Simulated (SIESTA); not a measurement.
# CdSe (F-43m) in SIESTA: notebook, part 2 of 2

SIESTA 5.4.2. Earlier steps stand in the parts before.

### Step 3. Band structure, vdW-DF-cx

run.py

```python
from ase.spacegroup import crystal
from ase.calculators.siesta import Siesta
from ase.units import Ry, GPa

atoms = crystal(
    ['Cd', 'Se'],
    basis=[(0.0, 0.0, 0.0), (0.25, 0.25, 0.75)],
    spacegroup=216,  # F-43m
    cellpar=[6.1405424, 6.1405424, 6.1405424, 90.0, 90.0, 90.0],
)

fdf = {
    'SCFMustConverge': False,
    'OccupationFunction': 'FD',
    'ElectronicTemperature': '0.05 eV',
    'MaxSCFIterations': '120',
    'SCF.Mixer.Method': 'Pulay',
    'SCF.Mixer.Weight': '0.25',
    'SCF.Mixer.History': '8',
    'SCF.DM.Tolerance': '5.0e-05',
    'SCF.H.Tolerance': '1.0e-03 eV',
    'WriteForces': 'true',
    'Charge.Mulliken': 'end',
    'Charge.Hirshfeld': 'end',
    'Charge.Voronoi': 'end',
    'SaveRho': 'true',
    'SaveElectrostaticPotential': 'true',
    'BandLinesScale': 'ReciprocalLatticeVectors',
    'BandLines': ['  1    0.000000   0.000000   0.000000  \\Gamma', ' 11    0.000000   0.500000   0.000000  X', ' 11    0.500000   0.500000   0.000000  M', ' 15    0.000000   0.000000   0.000000  \\Gamma', ' 18    0.500000   0.500000   0.500000  R', ' 15    0.000000   0.500000   0.000000  X', '  1    0.500000   0.500000   0.000000  M', ' 11    0.500000   0.500000   0.500000  R'],
    'PAO.Basis': ['Cd.1 5', 'n=4 0 2', '  2.625 0.000', 'n=5 0 2', '  7.595 0.000', 'n=4 1 2', '  2.973 0.000', 'n=5 1 1', '  7.595', 'n=4 2 2', '  4.575 0.000', 'Se.2 4', 'n=4 0 2', '  5.129 0.000', 'n=4 1 2', '  6.762 0.000', 'n=3 2 2', '  2.662 0.000', 'n=4 2 1', '  6.762'],
}
calc = Siesta(
    label="CdSe",
    command="siesta < PREFIX.fdf > PREFIX.out",
    pseudo_path="pseudos",
    pseudo_qualifier="",
    xc=('VDW', 'BH'),
    basis_set="DZP",
    mesh_cutoff=800 * Ry,
    energy_shift=0.003 * Ry,
    kpts=[5, 5, 5],
    spin="non-polarized",
    fdf_arguments=fdf,
)
atoms.calc = calc

print(f"energy = {atoms.get_potential_energy():.6f} eV")
free = atoms.get_potential_energy(force_consistent=True)
print(f"free energy = {free:.6f} eV")
print("forces (eV/A):")
print(atoms.get_forces(apply_constraint=False).round(6))
print("stress (GPa, Voigt order, tension positive):", (atoms.get_stress() / GPa).round(4))
```

Potentials or basis: PseudoDojo 0.4 standard (PBE files), DZP (energy shift 0.003 Ry; two zetas on semicore shells).

On the command line:

```console
$ python run.py
```

The program printed:

```text
Job completed
energy = -32274.467286 eV
free energy = -32274.467311 eV
forces (eV/A):
[[-0.  0. -0.]
 [ 0. -0.  0.]
 [ 0.  0.  0.]
 [ 0. -0. -0.]
 [-0.  0. -0.]
 [ 0. -0. -0.]
 [ 0.  0. -0.]
 [-0. -0. -0.]]
stress (GPa, Voigt order, tension positive): [ 0.6525  0.6525  0.6525 -0.      0.     -0.    ]
```

CdSe.fdf:

```text
SystemName	CdSe
SystemLabel	CdSe

%block BandLines
  1    0.000000   0.000000   0.000000  \Gamma
 11    0.000000   0.500000   0.000000  X
 11    0.500000   0.500000   0.000000  M
 15    0.000000   0.000000   0.000000  \Gamma
 18    0.500000   0.500000   0.500000  R
 15    0.000000   0.500000   0.000000  X
  1    0.500000   0.500000   0.000000  M
 11    0.500000   0.500000   0.500000  R
%endblock BandLines
BandLinesScale	ReciprocalLatticeVectors
Charge.Hirshfeld	end
Charge.Mulliken	end
Charge.Voronoi	end
ElectronicTemperature	0.05 eV
MaxSCFIterations	120
OccupationFunction	FD
%block PAO.Basis
Cd.1 5
n=4 0 2
  2.625 0.000
n=5 0 2
  7.595 0.000
n=4 1 2
  2.973 0.000
n=5 1 1
  7.595
n=4 2 2
  4.575 0.000
Se.2 4
n=4 0 2
  5.129 0.000
n=4 1 2
  6.762 0.000
n=3 2 2
  2.662 0.000
n=4 2 1
  6.762
%endblock PAO.Basis
SCF.DM.Tolerance	5.0e-05
SCF.H.Tolerance	1.0e-03 eV
SCF.Mixer.History	8
SCF.Mixer.Method	Pulay
SCF.Mixer.Weight	0.25
SCFMustConverge	False
SaveElectrostaticPotential	true
SaveRho	true
WriteForces	true

Spin	non-polarized
XC.functional	VDW
XC.authors	BH

MeshCutoff	10884.554409746897	eV
PAO.EnergyShift	0.040817079036550866	eV

NumberOfSpecies	2
NumberOfAtoms	8
%block ChemicalSpecieslabel
    1 48 Cd.1 Cd.1.psml
    2 34 Se.2 Se.2.psml
%endblock ChemicalSpecieslabel

%block PAO.BasisSizes
    Cd.1	DZP
    Se.2	DZP
%endblock PAO.BasisSizes

LatticeConstant	1.0 Ang
%block LatticeVectors
    6.1405424 0.0 0.0
    0.0 6.1405424 0.0
    0.0 0.0 6.1405424
%endblock LatticeVectors
AtomicCoordinatesFormat	Ang
%block AtomicCoordinatesAndAtomicSpecies
    0.0 0.0 0.0 1
    0.0 3.0702712 3.0702712 1
    3.0702712 0.0 3.0702712 1
    3.0702712 3.0702712 0.0 1
    1.5351356 1.5351356 4.6054068 2
    4.6054068 4.6054068 4.6054068 2
    4.6054068 1.5351356 1.5351356 2
    1.5351356 4.6054068 1.5351356 2
%endblock AtomicCoordinatesAndAtomicSpecies
%block DM.InitSpin
%endblock DM.InitSpin

#KPoint grid
%block kgrid_Monkhorst_Pack
     5       0       0  0.0
     0       5       0  0.0
     0       0       5  0.0
%endblock kgrid_Monkhorst_Pack
```

CdSe.out:

```text
Version         : 5.4.2

[... 6 lines left out ...]
 NOTE: Please see the manual for full details and compatibility measures.

reinit: Reading from standard input
reinit: Dumping input in INPUT_TMP.80242
************************** Dump of input data file ****************************
SystemName	CdSe
SystemLabel	CdSe
%block BandLines
  1    0.000000   0.000000   0.000000  \Gamma
 11    0.000000   0.500000   0.000000  X
 11    0.500000   0.500000   0.000000  M
 15    0.000000   0.000000   0.000000  \Gamma
 18    0.500000   0.500000   0.500000  R
 15    0.000000   0.500000   0.000000  X
  1    0.500000   0.500000   0.000000  M
 11    0.500000   0.500000   0.500000  R
%endblock BandLines
BandLinesScale	ReciprocalLatticeVectors
Charge.Hirshfeld	end
Charge.Mulliken	end
Charge.Voronoi	end
ElectronicTemperature	0.05 eV
MaxSCFIterations	120
OccupationFunction	FD
%block PAO.Basis
[... 865 lines left out ...]

             -0.002  -0.003   0.032   0.032   0.021   0.032   0.021

mulliken: Qtot =      144.000

Mulliken Atomic Populations:
Atom #   charge [q] valence [e]  Species
     1     0.337635   19.662365  Cd.1
     2     0.337635   19.662365  Cd.1
     3     0.337635   19.662365  Cd.1
     4     0.337635   19.662365  Cd.1
     5    -0.337635   16.337635  Se.2
     6    -0.337635   16.337635  Se.2
     7    -0.337635   16.337635  Se.2
     8    -0.337635   16.337635  Se.2
 Total    -0.000000

Hirshfeld Atomic Populations:
Atom #   charge [q] valence [e]  Species
     1     0.298067   19.701933  Cd.1
     2     0.298067   19.701933  Cd.1
     3     0.298067   19.701933  Cd.1
     4     0.298067   19.701933  Cd.1
     5    -0.298067   16.298067  Se.2
     6    -0.298067   16.298067  Se.2
     7    -0.298067   16.298067  Se.2
     8    -0.298067   16.298067  Se.2
 Total     0.000001

Voronoi Atomic Populations:
Atom #   charge [q] valence [e]  Species
     1     0.356110   19.643890  Cd.1
     2     0.356110   19.643890  Cd.1
     3     0.356110   19.643890  Cd.1
     4     0.356110   19.643890  Cd.1
     5    -0.356110   16.356110  Se.2
     6    -0.356110   16.356110  Se.2
     7    -0.356110   16.356110  Se.2
     8    -0.356110   16.356110  Se.2
 Total     0.000000

Job completed
```

Wall time 5.3 min (1 thread of Intel Xeon Platinum 8488C (Sapphire Rapids), shared host); peak memory 1 GiB.

Results:

| Property | Result |
| --- | --- |
| Free energy | -32274.4673 eV |
| Pressure | -0.7 GPa |
| Band gap on the k mesh | 0.70 eV |
| Band gap along the path | 0.70 eV |
| Hirshfeld charges | Cd +0.30; Se -0.30 e |
| Voronoi charges | Cd +0.36; Se -0.36 e |

Levels at the corners of the path, in eV from the valence-band top:
| point | band 70 | band 71 | band 72 | band 73 | band 74 | band 75 |
| --- | --- | --- | --- | --- | --- | --- |
| Γ | 0.00 | 0.00 | 0.00 | 0.70 | 3.47 | 3.47 |
| X | -0.97 | -0.97 | -0.97 | 3.42 | 3.42 | 4.65 |
| M | -0.73 | -0.73 | -0.73 | 3.90 | 3.90 | 3.90 |
| Γ | 0.00 | 0.00 | 0.00 | 0.70 | 3.47 | 3.47 |
| R | -0.71 | -0.71 | -0.71 | 2.61 | 2.61 | 2.61 |
| X | -0.97 | -0.97 | -0.97 | 3.42 | 3.42 | 4.65 |
| M | -0.73 | -0.73 | -0.73 | 3.90 | 3.90 | 3.90 |
| R | -0.71 | -0.71 | -0.71 | 2.61 | 2.61 | 2.61 |

Caveat: Mulliken charges of long-ranged orbitals can have an unphysical sign; the potentials were made for another functional, which shifts forces and pressure; the basis of atomic orbitals isn't converged, which shifts pressures, moduli and gaps.

### Step 4. Band structure, VV10

run.py: that of step 3 with these lines changed.

```diff
@@ -29,3 +29,3 @@
     'BandLines': ['  1    0.000000   0.000000   0.000000  \\Gamma', ' 11    0.000000   0.500000   0.000000  X', ' 11    0.500000   0.500000   0.000000  M', ' 15    0.000000   0.000000   0.000000  \\Gamma', ' 18    0.500000   0.500000   0.500000  R', ' 15    0.000000   0.500000   0.000000  X', '  1    0.500000   0.500000   0.000000  M', ' 11    0.500000   0.500000   0.500000  R'],
-    'PAO.Basis': ['Cd.1 5', 'n=4 0 2', '  2.625 0.000', 'n=5 0 2', '  7.595 0.000', 'n=4 1 2', '  2.973 0.000', 'n=5 1 1', '  7.595', 'n=4 2 2', '  4.575 0.000', 'Se.2 4', 'n=4 0 2', '  5.129 0.000', 'n=4 1 2', '  6.762 0.000', 'n=3 2 2', '  2.662 0.000', 'n=4 2 1', '  6.762'],
+    'PAO.Basis': ['Cd.1 5', 'n=4 0 2', '  2.625 0.000', 'n=5 0 2', '  7.520 0.000', 'n=4 1 2', '  2.973 0.000', 'n=5 1 1', '  7.520', 'n=4 2 2', '  4.603 0.000', 'Se.2 4', 'n=4 0 2', '  5.139 0.000', 'n=4 1 2', '  6.722 0.000', 'n=3 2 2', '  2.657 0.000', 'n=4 2 1', '  6.722'],
 }
@@ -36,3 +36,3 @@
     pseudo_qualifier="",
-    xc=('VDW', 'BH'),
+    xc=('VDW', 'VV'),
     basis_set="DZP",
```

On the command line:

```console
$ python run.py
```

Run time: 6.6 min. Hardware: 1 thread of Intel Xeon Platinum 8488C (Sapphire Rapids), shared host; peak memory 1.1 GiB.

Results (log left out):

| Property | Result |
| --- | --- |
| Free energy | -32297.7422 eV |
| Pressure | 1.5 GPa |
| Band gap on the k mesh | 0.56 eV |
| Band gap along the path | 0.56 eV |
| Hirshfeld charges | Cd +0.29; Se -0.29 e |
| Voronoi charges | Cd +0.35; Se -0.35 e |

Levels at the corners of the path, in eV from the valence-band top:
```csv
point,band 68,band 69,band 70,band 71,band 72,band 73,band 74,band 75,band 76,band 77
Γ,-1.77,-1.77,0.00,0.00,0.00,0.56,3.30,3.30,3.30,3.96
X,-2.12,-0.98,-0.98,-0.98,-0.98,3.31,3.31,4.55,4.55,5.06
M,-1.98,-0.73,-0.73,-0.73,-0.73,3.83,3.83,3.83,3.83,6.14
Γ,-1.77,-1.77,0.00,0.00,0.00,0.56,3.30,3.30,3.30,3.96
R,-0.71,-0.71,-0.71,-0.71,-0.71,2.49,2.49,2.49,2.49,6.88
X,-2.12,-0.98,-0.98,-0.98,-0.98,3.31,3.31,4.55,4.55,5.06
M,-1.98,-0.73,-0.73,-0.73,-0.73,3.83,3.83,3.83,3.83,6.14
R,-0.71,-0.71,-0.71,-0.71,-0.71,2.49,2.49,2.49,2.49,6.88
```

Caveat: Mulliken charges of long-ranged orbitals can have an unphysical sign; the non-local part is tabulated coarsely and may be off by about a percent; the potentials were made for another functional, which shifts forces and pressure; the basis of atomic orbitals isn't converged, which shifts pressures, moduli and gaps.

### Step 5. Summary

| level | gap on the mesh (eV) | pressure (GPa) |
| --- | --- | --- |
| vdW-DF-C09 | 0.66 | -1.0 |
| vdW-DF-cx | 0.70 | -0.7 |
| VV10 | 0.56 | 1.5 |

Alike in all rows: task band structure; potentials or basis PseudoDojo 0.4 standard (PBE files), DZP (energy shift 0.003 Ry; two zetas on semicore shells); no spin polarisation; cell as given; k mesh 5 × 5 × 5; smearing fermi-dirac 0.05 eV; grid cutoff 800 Ry; energy shift 0.003 Ry.

Caveats: the potentials were made for another functional, which shifts forces and pressure; the basis of atomic orbitals isn't converged, which shifts pressures, moduli and gaps; the non-local part is tabulated coarsely and may be off by about a percent (some runs).

Total energies depend on the potentials used, so only differences within one code and one set of settings carry meaning.
